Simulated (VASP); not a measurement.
# Pt (Fm-3m) in VASP: further runs, part 2 of 2

VASP 6.6.1. The steps go on from the part before.

## (3) Relaxation of cell and atoms, PBEsol

This run uses another cell than the first one, of 15.01 Å³/atom, 0.995 times its volume.

INCAR reads:

```
SYSTEM = Pt
PREC = Accurate
ENCUT = 600
EDIFF = 1E-7
ISMEAR = 1
SIGMA = 0.1
LREAL = .FALSE.
LASPH = .TRUE.
NELM = 80
ALGO = Normal
ISIF = 3
LWAVE = .FALSE.
LCHARG = .FALSE.
GGA = PS
IBRION = 2
NSW = 90
EDIFFG = -0.005
```

KPOINTS reads:

```
regular mesh
0
G
  16 16 16
  0 0 0
```

POSCAR reads:

```
Pt                                      
1.0
   -0.0000000000      1.9579378774      1.9579378774
    1.9579378774      0.0000000000      1.9579378774
    1.9579378774      1.9579378774      0.0000000000
  Pt            
     1
Direct
     0.0000000000000000    0.0000000000000000    0.0000000000000000
```

Potentials or basis: VASP PAW PBE potentials, release 64 (Pt).

Run with:

```console
cat potpaw_PBE.64/Pt/POTCAR > POTCAR
mpirun -np 1 vasp_std > vasp.out
```

OUTCAR:

```text
SYSTEM = Pt
   PREC = Accurate
   ENCUT = 600
   EDIFF = 1E-7
   ISMEAR = 1
   LREAL = .FALSE.
   LASPH = .TRUE.
   NELM = 80
   ISIF = 3
   GGA = PS
   IBRION = 2
   NSW = 90
   EDIFFG = -0.005

 ion  position               nearest neighbor table
   1  0.000  0.000  0.000-

  LATTYP: Found a face centered cubic cell.
 ALAT       =     3.9158757548

  Lattice vectors:

 A1 = (   0.0000000000,   1.9579378774,   1.9579378774)
 A2 = (   1.9579378774,   0.0000000000,   1.9579378774)
 A3 = (   1.9579378774,   1.9579378774,   0.0000000000)

Analysis of symmetry for initial positions (statically):
=====================================================================
 Subroutine PRICEL returns:
 Original cell was already a primitive cell.

 Routine SETGRP: Setting up the symmetry group for a
 face centered cubic supercell.

 Subroutine GETGRP returns: Found 48 space group operations
 (whereof 48 operations were pure point group operations)
 out of a pool of 48 trial point group operations.

The static configuration has the point symmetry O_h .

Analysis of symmetry for dynamics (positions and initial velocities):
=====================================================================
 Subroutine PRICEL returns:
 Original cell was already a primitive cell.

 Routine SETGRP: Setting up the symmetry group for a
 face centered cubic supercell.

 Subroutine GETGRP returns: Found 48 space group operations
 (whereof 48 operations were pure point group operations)
 out of a pool of 48 trial point group operations.

The dynamic configuration has the point symmetry O_h .

 Subroutine INISYM returns: Found 48 space group operations
 (whereof 48 operations are pure point group operations),
 and found     1 'primitive' translations

----------------------------------------------------------------------------------------

                                     Primitive cell

  volume of cell :      15.0116

  direct lattice vectors                    reciprocal lattice vectors
     0.000000000  1.957937877  1.957937877    -0.255370717  0.255370717  0.255370717
     1.957937877  0.000000000  1.957937877     0.255370717 -0.255370717  0.255370717
     1.957937877  1.957937877  0.000000000     0.255370717  0.255370717 -0.255370717

  length of vectors
     2.768942301  2.768942301  2.768942301     0.442315057  0.442315057  0.442315057

  position of ions in fractional coordinates (direct lattice)
     0.000000000  0.000000000  0.000000000

  ion indices of the primitive-cell ions
   primitive index   ion index
                 1           1

----------------------------------------------------------------------------------------

 KPOINTS: regular mesh

Automatic generation of k-mesh.
 Grid dimensions read from file:
 generate k-points for:   16   16   16

 Generating k-lattice:

  Cartesian coordinates                     Fractional coordinates (reciprocal lattice)
    -0.015960670  0.015960670  0.015960670     0.062500000  0.000000000  0.000000000
     0.015960670 -0.015960670  0.015960670     0.000000000  0.062500000  0.000000000
     0.015960670  0.015960670 -0.015960670     0.000000000  0.000000000  0.062500000

  Length of vectors
     0.027644691  0.027644691  0.027644691

  Shift w.r.t. Gamma in fractional coordinates (k-lattice)
     0.000000000  0.000000000  0.000000000

 Subroutine IBZKPT returns following result:
 ===========================================

 Found    145 irreducible k-points:

 Following reciprocal coordinates:
            Coordinates               Weight
  0.000000  0.000000  0.000000      1.000000
  0.062500  0.000000  0.000000      8.000000
  0.125000  0.000000  0.000000      8.000000
  0.187500  0.000000  0.000000      8.000000
  0.250000  0.000000  0.000000      8.000000
  0.312500  0.000000  0.000000      8.000000
[... 16 lines left out ...]
 -0.125000  0.062500  0.000000     24.000000
 -0.062500  0.062500  0.000000     12.000000
 [... further k-points ...]
   k-points           NKPTS =    145   k-points in BZ     NKDIM =    145   number of bands    NBANDS=      9
   number of dos      NEDOS =    301   number of ions     NIONS =      1
   total plane-waves  NPLWV =  13824
   dimension x,y,z NGX =    24 NGY =   24 NGZ =   24
   dimension x,y,z NGXF=    48 NGYF=   48 NGZF=   48
   ions per type =               1
   NGX,Y,Z   is equivalent  to a cutoff of  14.41, 14.41, 14.41 a.u.
   NGXF,Y,Z  is equivalent  to a cutoff of  28.82, 28.82, 28.82 a.u.
 SYSTEM =  Pt
   PREC   = accura    normal or accurate (medium, high low for compatibility)
   ISTART =      0    job   : 0-new  1-cont  2-samecut
   ICHARG =      2    charge: 1-file 2-atom 10-const
   ISPIN  =      1    spin polarized calculation?
   LNONCOLLINEAR =      F non collinear calculations
   LSORBIT =      F    spin-orbit coupling
   LASPH  =      T    aspherical Exc in radial PAW
   ENCUT  =  600.0 eV  44.10 Ry    6.64 a.u.   5.53  5.53  5.53*2*pi/ulx,y,z
   NELM   =     80;   NELMIN=  2; NELMDL= -5     # of ELM steps
   EDIFF  = 0.1E-06   stopping-criterion for ELM
   LREAL  =      F    real-space projection
   EDIFFG = -.5E-02   stopping-criterion for IOM
   NSW    =     90    number of steps for IOM
   IBRION =      2    ionic relax: 0-MD 1-quasi-New 2-CG
   NFREE  =      1    steps in history (QN), initial steepest desc. (CG)
   ISIF   =      3    stress and relaxation
   ISYM   =      2    0-nonsym 1-usesym 2-fastsym
   POTIM  = 0.5000    time-step for ionic-motion
   TEBEG  =    0.0;   TEEND  =   0.0 temperature during run
   PSTRESS=    0.0 pullay stress
   NELECT =      10.0000    total number of electrons
   NUPDOWN=      -1.0000    fix difference up-down
   EMIN   =  10.00;   EMAX   =-10.00  energy-range for DOS
   EFERMI =   0.00;   METHOD = LEGACY
   ISMEAR =     1;   SIGMA  =   0.10  broadening in eV -4-tet -1-fermi 0-gaus
   EFERMI_NEDOS =   21; number of points for ismear=-14 and -15
   IALGO  =     38    algorithm
   IMIX   =      4    mixing-type and parameters
     AMIX     =   0.40;   BMIX     =  1.00
     AMIX_MAG =   1.60;   BMIX_MAG =  1.00
  volume/ion in A,a.u.               =      15.01       101.30
  Fermi-wavevector in a.u.,A,eV,Ry     =   1.429769  2.701872 27.813572  2.044240
  Thomas-Fermi vector in A             =   2.549687
   LORBIT       =      0    0 simple, 1 ext, 2 COOP (PROOUT), +10 PAW based schemes
   GGA     = PS    functional components
   LHFCALC =     F    Hartree Fock is set to
   AEXX    =    0.0000 exact exchange contribution
   IVDW    =     0    specifies the selected vdW correction
   LEPSILON=     F    determine dielectric tensor
   LRPA    =     F    only Hartree local field effects (RPA)
 conjugate gradient relaxation of ions
 non-spin polarized calculation
 Methfessel and Paxton  Order N= 1 SIGMA  =   0.10
  energy-cutoff  :      600.00
  volume of cell :       15.01
 maximum number of plane-waves:       531
 NGX is ok and might be reduce to    24
   NGX = 11   NGY = 11   NGZ = 11

 number of electron      10.0000000 magnetization

 number of electron       9.9999999 magnetization

 Free energy of the ion-electron system (eV)
  ---------------------------------------------------
  ext. energy  EPLUGINS =         0.00000000
  ---------------------------------------------------
  free energy    TOTEN  =        -6.96191328 eV

  energy without entropy =       -6.96112556  energy(sigma->0) =       -6.96165071

 E-fermi :  11.1593     XC(G=0): -13.6561

 val. band max:       11.1532725669   @ k =  -0.4375   0.1250   0.0625
 cond. band min:      11.1843465219   @ k =  -0.4375   0.3125   0.0000
 fundamental gap:      0.0310739550
 Fermi energy:        11.1593063511

 k-point     1 :       0.0000    0.0000    0.0000
  band No.  band energies     occupation
      1       0.8374      2.00000
      2       7.3468      2.00000
      3       7.3469      2.00000
      4       7.3469      2.00000
      5       9.5426      2.00000
      6       9.5426      2.00000
      7      25.7968      0.00000
      8      30.7815      0.00000
      9      30.7815      0.00000

 k-point     2 :       0.0625    0.0000    0.0000
  band No.  band energies     occupation
      1       0.9954      2.00000
      2       7.2753      2.00000
      3       7.4100      2.00000
      4       7.4100      2.00000
      5       9.5068      2.00000
      6       9.5068      2.00000
      7      26.0444      0.00000
      8      29.9535      0.00000
      9      31.0255      0.00000
[... 253 lines left out ...]
 k-point    24 :      -0.0625    0.0625    0.0000
  band No.  band energies     occupation
      1       1.2537      2.00000
      2       7.1434      2.00000
      3       7.4980      2.00000
      4       7.5425      2.00000
      5       9.3467      2.00000
      6       9.5691      2.00000
      7      26.4344      0.00000
      8      29.1722      0.00000
      9      30.8540      0.00000

 [... further k-points ...]
[... 5 lines left out ...]
  --------------------------------------------------------------------------------------
  -------------------------------------------------------------------------------------
  Total        0.0001526      0.0001526      0.0001526     -0.0000000      0.0000000      0.0000000
  in kB        0.0162892      0.0162892      0.0162892     -0.0000000      0.0000000      0.0000000
  external PRESSURE =       0.0162892 kB  Pullay stress =       0.0000000 kB

 VOLUME and BASIS-vectors are now :
 -----------------------------------------------------------------------------
  energy-cutoff  :      600.00
  volume of cell :       15.01
      direct lattice vectors                 reciprocal lattice vectors
     0.000000000  1.957937877  1.957937877    -0.255370717  0.255370717  0.255370717
     1.957937877  0.000000000  1.957937877     0.255370717 -0.255370717  0.255370717
     1.957937877  1.957937877  0.000000000     0.255370717  0.255370717 -0.255370717

 POSITION                                       TOTAL-FORCE (eV/Angst)
 -----------------------------------------------------------------------------------
      0.00000      0.00000      0.00000        -0.000000      0.000000      0.000000
 -----------------------------------------------------------------------------------
    total drift:                               -0.000000      0.000000     -0.000000

  FREE ENERGIE OF THE ION-ELECTRON SYSTEM (eV)
  ---------------------------------------------------
  free  energy   TOTEN  =        -6.9619132809 eV

  energy  without entropy=       -6.9611255605  energy(sigma->0) =       -6.96165071

 reached required accuracy - stopping structural energy minimisation
```

Wall time 13 s (1 thread of Intel Xeon Platinum 8488C (Sapphire Rapids), shared host); peak memory 0.16 GiB.

Results:

| Quantity | Value |
| --- | --- |
| Free energy | -6.9619 eV |
| Pressure after relaxing | 0.0 GPa |
| Band gap on the k mesh | none (metal or under the smearing width) |

Final structure:
```
CELL_PARAMETERS angstrom
0.00000 1.95794 1.95794
1.95794 0.00000 1.95794
1.95794 1.95794 0.00000
ATOMIC_POSITIONS crystal
Pt 0.00000 0.00000 0.00000
```

Caveat: the relaxation stopped at its first step, so nothing moved; the PAW data sets were made with another functional, which shifts forces and pressure a little. Spin-orbit coupling is left out, which matters for the levels of Pt.
